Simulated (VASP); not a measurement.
Crystal: BaTiO3.

```
CELL_PARAMETERS angstrom
3.99038 0.00000 0.00000
0.00000 3.99038 0.00000
0.00000 0.00000 4.10266
ATOMIC_POSITIONS crystal
Ba 0.50000 0.50000 0.58254
Ti 0.00000 0.00000 0.10004
O 0.00000 0.50000 0.06422
O 0.50000 0.00000 0.06422
O 0.00000 0.00000 0.54897
```

The cell is a database's computed one.

- Program: VASP 6.6.1
- Task: relaxation of cell and atoms
- Functional: PBEsol
- Potentials or basis: VASP PAW PBE potentials, release 64 (Ba_sv, Ti, O)
- Cutoff: 580 eV
- k mesh: 8 × 8 × 8
- Occupations: gaussian, width 0.02 eV
- Spin: no spin polarisation

At the start: pressure -1.8 GPa; volume 13.07 Å³/atom.

Where does the relaxation end?

Over 17 steps the energy falls by 3.2 meV/atom and the volume is 12.78 Å³/atom (-2.2 %); space group P4mm (No. 99, to 0.05 Å).

Step by step:
```tsv
step	energy change (eV)	largest force (eV/Å)	pressure (GPa)	volume (Å³)
1	0.0000	0.2974	-1.84	65.33
2	-0.0079	0.1677	1.32	63.92
3	-0.0092	0.2009	0.41	64.30
4	-0.0115	0.0325	-0.29	64.37
5	-0.0115	0.0368	-0.42	64.38
6	-0.0135	0.0458	-0.20	64.21
7	-0.0146	0.0677	0.16	63.97
8	-0.0152	0.0488	-0.06	64.02
9	-0.0155	0.0345	-0.39	64.10
10	-0.0158	0.0380	-0.15	63.99
11	-0.0159	0.0517	0.01	63.91
12	-0.0160	0.0254	-0.01	63.91
13	-0.0160	0.0100	-0.03	63.90
14	-0.0160	0.0096	-0.03	63.90
15	-0.0160	0.0098	-0.03	63.90
16	-0.0160	0.0066	0.01	63.89
17	-0.0160	0.0043	0.04	63.88
```

Final structure:
```
Ba Ti O
1.0
     3.98215    0.00000    0.00000
     0.00000    3.98215    0.00000
     0.00000    0.00000    4.02814
Ba Ti O
1 1 3
Direct
  0.50000 0.50000 0.57843
  0.00000 0.00000 0.08975
  0.00000 0.50000 0.06594
  0.50000 0.00000 0.06594
  0.00000 0.00000 0.55995
```

Caveat: the PAW data sets were made with another functional, which shifts forces and pressure a little.
